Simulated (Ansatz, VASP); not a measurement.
NaF: VASP beside Ansatz

```
Na F
1.0
     0.00000    2.49755    2.32330
     2.14905    0.00000    2.32330
     2.14905    2.49755    0.00000
Na F
1 1
Direct
  0.00000 0.00000 0.00000
  0.50000 0.50000 0.50000
```

Change from the starting cell: strain -0.0750 x Voigt [1, -1, 0, 0, 0, 0], atoms carried along.

Alike in both runs: task single point; functional PBE; k mesh 8 × 8 × 8; occupations gaussian, width 0.05 eV; no spin polarisation.

|  | VASP | Ansatz |
| --- | --- | --- |
| version | VASP 6.6.1 | Ansatz 0.2.0 |
| potentials or method | VASP PAW PBE potentials, release 64 (Na_pv, F) | scalar-relativistic, plane waves, PAW |
| plane-wave cutoff (eV) | 520 | 420 |
| valence electrons in the cell | 14 | 16 |

|  | VASP | Ansatz | Ansatz less VASP |
| --- | --- | --- | --- |
| gap on the k mesh at the Fermi level (eV) | 6.25 | 6.27 | +0.017 |
| least direct gap on the mesh (eV) | 6.25 | 6.27 | +0.017 |
| pressure (GPa) | 4.1 | 4.2 | +0.03 |
| largest component of the traceless stress (GPa) | 8.34 | 8.05 | -0.289 |

The two sets of potentials don't hold the same shells in valence.
